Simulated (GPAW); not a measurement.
The system is Os.

```
CELL_PARAMETERS angstrom
2.73410 0.00000 0.00000
-1.36705 2.36780 0.00000
0.00000 0.00000 4.31970
ATOMIC_POSITIONS crystal
Os 0.66667 0.33333 0.75000
Os 0.33333 0.66667 0.25000
```

Program: GPAW 26.7.0. Alike in all runs: task band structure; cell as given; k mesh 8 × 8 × 5; cutoff (eV) 600; smearing fermi-dirac 0.05 eV.

**Question.** Order these runs on this cell by their pressure, lowest first.
A. level BLYP; potentials or basis PAW data sets generated in the run's folder for this functional, pw; spin SOC, no magnetisation; band points 60; eigensolver davidson; spin axis theta (degrees) 90; spin axis phi (degrees) 0; soc after scf second variation
B. level LDA; potentials or basis PAW data sets generated in the run's folder for this functional, pw; spin off; band points 60
C. level PBE+U; potentials or basis GPAW PAW data sets (gpaw-data 1.2.1), pw; spin off; U Os d U = 4.5 eV; band points 100
D. level PBE+U; potentials or basis GPAW PAW data sets (gpaw-data 1.2.1), pw; spin off; U Os d U = 5.3 eV; band points 100

**Answer.** B (-13.2 GPa), D (-5.9 GPa), C (-4.0 GPa), A (20.8 GPa).

Caveats: U without spin polarisation on a metal has little footing (some runs); the U is typed as a test and isn't derived for this compound (some runs); spin-orbit coupling was added after a scalar SCF, so levels and gaps hold it while energy, forces, pressure and moments don't (some runs); so large a pressure means that the cell lies far from this level's equilibrium, or that cutoff or potentials fall short (some runs).

Not every run made on this cell is shown here.
